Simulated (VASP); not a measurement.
**VASP 6.6.1, r²SCAN single-point calculation, BP (strained zincblende)**

INCAR

```
IBRION = -1
LWAVE = .FALSE.
NSW = 0
EDIFF = 1E-7
METAGGA = R2SCAN
ALGO = Normal
NBANDS = 11
LREAL = .FALSE.
NELM = 120
LCHARG = .FALSE.
PREC = Accurate
ISIF = 2
ISMEAR = 0
ENCUT = 520
LASPH = .TRUE.
SIGMA = 0.01
```

KPOINTS

```
KPOINTS created by Atomic Simulation Environment
0
Gamma
10 10 10
0 0 0
```

KPOINTS_OPT

```
special points
7
Reciprocal
0.0000000000 0.0000000000 0.0000000000 1
-0.5000000000 -0.5000000000 0.0000000000 1
-0.3750000000 -0.3750000000 0.2500000000 1
-0.3750000000 0.0000000000 0.3750000000 1
0.0000000000 0.0000000000 0.5000000000 1
-0.5000000000 -0.2500000000 0.2500000000 1
0.0000000000 0.4036460000 0.4036460000 1
```

POSCAR

```
B  P
 1.0000000000000000
     0.0000000000000000    2.3363651390000002    2.3363651390000002
     2.3363651390000002    0.0000000000000000    2.3363651390000002
     2.3363651390000002    2.3363651390000002    0.0000000000000000
 B   P
   1   1
Cartesian
  0.0000000000000000  0.0000000000000000  0.0000000000000000
  1.1681825695000001  1.1681825695000001  1.1681825695000001
```

VASP ran with the recommended PBE PAW datasets (8 valence electrons in the cell).

Command

```
mpirun -np 1 vasp_std
```

From OUTCAR

```
k-points           NKPTS =     47   k-points in BZ     NKDIM =     47   number of bands    NBANDS=     11

   NELECT =       8.0000    total number of electrons

   dimension x,y,z NGX =    28 NGY =   28 NGZ =   28
   dimension x,y,z NGXF=    56 NGYF=   56 NGZF=   56

  energy-cutoff  :      520.00
  volume of cell :       25.51
      direct lattice vectors                 reciprocal lattice vectors
     0.000000000  2.336365139  2.336365139    -0.214007644  0.214007644  0.214007644
     2.336365139  0.000000000  2.336365139     0.214007644 -0.214007644  0.214007644
     2.336365139  2.336365139  0.000000000     0.214007644  0.214007644 -0.214007644

 k-points in reciprocal lattice and weights: KPOINTS created by Atomic Simulation Env
   0.00000000  0.00000000  0.00000000       0.001
   0.10000000  0.00000000  0.00000000       0.008
   0.20000000  0.00000000  0.00000000       0.008
   0.30000000  0.00000000  0.00000000       0.008
   0.40000000  0.00000000  0.00000000       0.008
   0.50000000  0.00000000  0.00000000       0.004
   0.10000000  0.10000000  0.00000000       0.006
   0.20000000  0.10000000  0.00000000       0.024
   ...

 E-fermi :   6.4797

 k-point     1 :       0.0000    0.0000    0.0000
  band No.  band energies     occupation
      1      -9.0963      2.00000
      2       6.3725      2.00000
      3       6.3725      2.00000
      4       6.3725      2.00000
      5       9.8965      0.00000
      6       9.8965      0.00000
      7       9.8965      0.00000
      8      13.0135      0.00000
      9      18.1451      0.00000
     10      18.7857      0.00000
     11      18.7857      0.00000

 k-point     2 :       0.1000    0.0000    0.0000
  band No.  band energies     occupation
      1      -8.9203      2.00000
      2       5.0643      2.00000
      3       6.0858      2.00000
      4       6.0858      2.00000
      5      10.2872      0.00000
      6      10.2965      0.00000
      7      10.2965      0.00000
      8      13.6469      0.00000
      9      18.1621      0.00000
     10      18.1621      0.00000
     11      18.6931      0.00000

 k-point     3 :       0.2000    0.0000    0.0000
  band No.  band energies     occupation
      1      -8.4002      2.00000
      2       2.7322      2.00000
      3       5.5332      2.00000
      4       5.5332      2.00000
      5      10.3639      0.00000
      6      11.0252      0.00000
      7      11.0252      0.00000
      8      15.1326      0.00000
      9      17.5941      0.00000
     10      17.5941      0.00000
     11      19.5404      0.00000

 k-point     4 :       0.3000    0.0000    0.0000
  band No.  band energies     occupation
      1      -7.5706      2.00000
      2       0.4048      2.00000
      3       5.0435      2.00000
      4       5.0435      2.00000
      5      10.1888      0.00000
      6      11.4117      0.00000
      7      11.4117      0.00000
      8      16.4575      0.00000
      9      18.1344      0.00000
     10      18.1344      0.00000
     11      19.6611      0.00000

 k-point     5 :       0.4000    0.0000    0.0000
  band No.  band energies     occupation
      1      -6.5580      2.00000
      2      -1.5556      2.00000
      3       4.7304      2.00000
      4       4.7304      2.00000
      5      10.0314      0.00000
      6      11.4016      0.00000
      7      11.4016      0.00000
      8      16.9310      0.00000
      9      19.7756      0.00000
     10      19.7756      0.00000
     11      20.4839      0.00000

 k-point     6 :       0.5000    0.0000    0.0000
  band No.  band energies     occupation
      1      -5.9382      2.00000
      2      -2.4978      2.00000
      3       4.6240      2.00000
      4       4.6240      2.00000
      5       9.9733      0.00000
      6      11.3472      0.00000
      7      11.3472      0.00000
      8      16.9520      0.00000
      9      21.2820      0.00000
     10      21.2820      0.00000
     11      21.3467      0.00000

 k-point     7 :       0.1000    0.1000    0.0000
  band No.  band energies     occupation
      1      -8.8614      2.00000
      2       5.4995      2.00000
      3       5.5641      2.00000
      4       5.5641      2.00000
      5       9.5108      0.00000
      6      10.9741      0.00000
      7      10.9741      0.00000
      8      13.5720      0.00000
      9      17.2363      0.00000
     10      18.8981      0.00000
     11      19.0455      0.00000

 k-point     8 :       0.2000    0.1000    0.0000
  band No.  band energies     occupation
      1      -8.4551      2.00000
      2       3.5082      2.00000
      3       4.9472      2.00000
      4       5.3413      2.00000
      5       9.6867      0.00000
      6      11.4917      0.00000
      7      11.8749      0.00000
      8      14.0098      0.00000
      9      17.0084      0.00000
     10      18.9039      0.00000
     11      19.8757      0.00000

 k-point     9 :       0.3000    0.1000    0.0000
  band No.  band energies     occupation
      1      -7.7243      2.00000
      2       1.2143      2.00000
      3       4.4856      2.00000
      4       4.7739      2.00000
      5      10.1651      0.00000
      6      11.5599      0.00000
      7      12.3770      0.00000
      8      14.4535      0.00000
      9      18.0961      0.00000
     10      19.2032      0.00000
     11      20.2925      0.00000

 k-point    10 :       0.4000    0.1000    0.0000
  band No.  band energies     occupation
      1      -6.7490      2.00000
      2      -0.8688      2.00000
      3       4.2140      2.00000
      4       4.2627      2.00000
      5      10.2865      0.00000
      6      11.5527      0.00000
      7      12.2987      0.00000
      8      15.5865      0.00000
      9      18.9445      0.00000
     10      20.5325      0.00000
     11      20.8778      0.00000

 k-point    11 :       0.5000    0.1000    0.0000
  band No.  band energies     occupation
      1      -5.8805      2.00000
      2      -2.2581      2.00000
      3       3.8097      2.00000
      4       4.2952      2.00000
      5      10.3249      0.00000
      6      11.5394      0.00000
      7      12.0069      0.00000
      8      16.8752      0.00000
      9      19.3588      0.00000
     10      21.2754      0.00000
     11      21.9259      0.00000

 k-point    12 :      -0.4000    0.1000    0.0000
  band No.  band energies     occupation
      1      -6.1074      2.00000
      2      -1.9240      2.00000
      3       3.6232      2.00000
      4       4.5671      2.00000
      5      10.4645      0.00000
      6      11.6615      0.00000
      7      11.7648      0.00000
      8      17.0258      0.00000
      9      19.2513      0.00000
     10      19.7857      0.00000
     11      22.0250      0.00000

 k-point    13 :      -0.3000    0.1000    0.0000
  band No.  band energies     occupation
      1      -7.0927      2.00000
      2      -0.2122      2.00000
      3       3.6901      2.00000
      4       5.0365      2.00000
      5      10.6792      0.00000
      6      11.5275      0.00000
      7      11.8800      0.00000
      8      16.0616      0.00000
      9      17.3799      0.00000
     10      19.7183      0.00000
     11      21.2127      0.00000

 k-point    14 :      -0.2000    0.1000    0.0000
  band No.  band energies     occupation
      1      -8.0026      2.00000
      2       1.9691      2.00000
      3       4.0354      2.00000
      4       5.6158      2.00000
      5      10.8664      0.00000
      6      11.0302      0.00000
      7      11.7786      0.00000
      8      15.0193      0.00000
      9      16.5885      0.00000
     10      19.1611      0.00000
     11      20.3575      0.00000

 k-point    15 :      -0.1000    0.1000    0.0000
  band No.  band energies     occupation
      1      -8.6291      2.00000
      2       4.0568      2.00000
      3       4.7984      2.00000
      4       6.0938      2.00000
      5      10.3841      0.00000
      6      10.7173      0.00000
      7      11.1132      0.00000
      8      14.2970      0.00000
      9      17.0149      0.00000
     10      18.4566      0.00000
     11      19.4764      0.00000

 k-point    16 :       0.2000    0.2000    0.0000
  band No.  band energies     occupation
      1      -8.1643      2.00000
      2       3.5878      2.00000
      3       4.2830      2.00000
      4       4.2830      2.00000
      5       8.7797      0.00000
      6      12.6846      0.00000
      7      13.0366      0.00000
      8      13.0366      0.00000
      9      17.3013      0.00000
     10      19.8135      0.00000
     11      20.7536      0.00000

 ...

  Total       -2.0898789     -2.0898789     -2.0898789     -0.0000000      0.0000000     -0.0000000
  in kB     -131.2742524   -131.2742524   -131.2742524     -0.0000000      0.0000000     -0.0000000
  external PRESSURE =    -131.2742524 kB  Pullay stress =       0.0000000 kB

 POSITION                                       TOTAL-FORCE (eV/Angst)
 -----------------------------------------------------------------------------------
      0.00000      0.00000      0.00000        -0.000000     -0.000000     -0.000000
      1.16818      1.16818      1.16818         0.000000      0.000000      0.000000
 -----------------------------------------------------------------------------------
    total drift:                                0.000000      0.000000      0.000000

  FREE ENERGIE OF THE ION-ELECTRON SYSTEM (eV)
  ---------------------------------------------------
  free  energy   TOTEN  =       -17.2143031600 eV

  energy  without entropy=      -17.2143031600  energy(sigma->0) =      -17.21430316
```

```yaml
gap_between_bands_v_and_c: 1.56 eV
least_direct_gap: 3.52 eV
pressure: -13.1 GPa
```

Band v is the last that the valence electrons fill when counted band by band, and c is the next.

The run took about 66 s on one core of a shared host (Intel Xeon Platinum 8488C) and held 0.17 GiB at most.
